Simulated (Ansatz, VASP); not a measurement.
**Two plane-wave programs on Cu**

```
Cu
1.0
     0.00000    1.78169    1.78169
     1.78169    0.00000    1.78169
     1.78169    1.78169    0.00000
Cu
1
Direct
  0.00000 0.00000 0.00000
```

Alike in both runs: functional PBE; dispersion D3(BJ); k mesh 20 × 20 × 20; occupations gaussian, width 0.1 eV; no spin polarisation.

Ansatz relaxed the structure, and its values are those at the end. VASP's run is a single point on that final structure, the one shown.

|  | VASP | Ansatz |
| --- | --- | --- |
| version | VASP 6.6.1 | Ansatz 0.2.0 |
| potentials or method | VASP PAW PBE potentials, release 64 (Cu) | scalar-relativistic, plane waves, PAW |
| plane-wave cutoff (eV) | 520 | 420 |
| valence electrons in the cell | 11 | 19 |

|  | VASP | Ansatz | Ansatz less VASP |
| --- | --- | --- | --- |
| gap on the k mesh at the Fermi level (eV) | none | none | - |
| pressure (GPa) | 0.5 | 0.0 | -0.55 |

A gap of «none» marks a metal or a gap that the smearing closes. The two sets of potentials don't hold the same shells in valence.

Caveats: pairwise dispersion overbinds metals, which lowers pressure and volume.
